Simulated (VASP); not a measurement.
Input of a VASP 6.6.1 run:

INCAR

```
SYSTEM = MoS2
PREC = Accurate ; ENCUT = 520
EDIFF = 1E-6 ; ISMEAR = 0
SIGMA = 0.05 ; LREAL = .FALSE.
LASPH = .TRUE. ; NELM = 150
ALGO = Fast ; ISIF = 2
LWAVE = .FALSE. ; LCHARG = .FALSE.
ISPIN = 2 ; MAGMOM = 2 0 0
LORBIT = 11 ; LMAXMIX = 4
GGA = PE ; NBANDS = 24
```

Contents of KPOINTS:

```
regular mesh
0
G
  7 7 7
  0 0 0
```

The input POSCAR:

```
MoS2
1.0
    1.5814998900      0.9130793900      6.1233282100
   -1.5814998900      0.9130793900      6.1233282100
    0.0000000000     -1.8261587800      6.1233282100
Mo S
1 2
Direct
    0.0000000000      0.0000000000      0.0000000000
    0.7484000000      0.7484000000      0.7484000000
    0.5849000000      0.5849000000      0.5849000000
```

Potentials or basis: VASP PAW PBE potentials, release 64 (Mo_sv, S).

Launch:

```console
$ cat potpaw_PBE.64/Mo_sv/POTCAR potpaw_PBE.64/S/POTCAR > POTCAR
$ mpirun -np 1 vasp_std > vasp.out
```

Q: Predict the pressure.

A: 9.1 GPa.

Q: What does it give for the band gap on the k mesh?

A: 0.96 eV, indirect (least direct gap 2.01 eV).

Q: Estimate the largest force.

A: 1.272 eV/Å.

Stress tensor (GPa, compression positive):
```
 6.80  0.00  0.00
 0.00  6.80  0.00
 0.00  0.00 13.70
```

Caveat: an odd mesh through Γ misses points on the zone boundary, where band edges often lie; forces of over 1 eV/Å show positions far from the minimum, so gaps and moduli don't describe the material at rest.
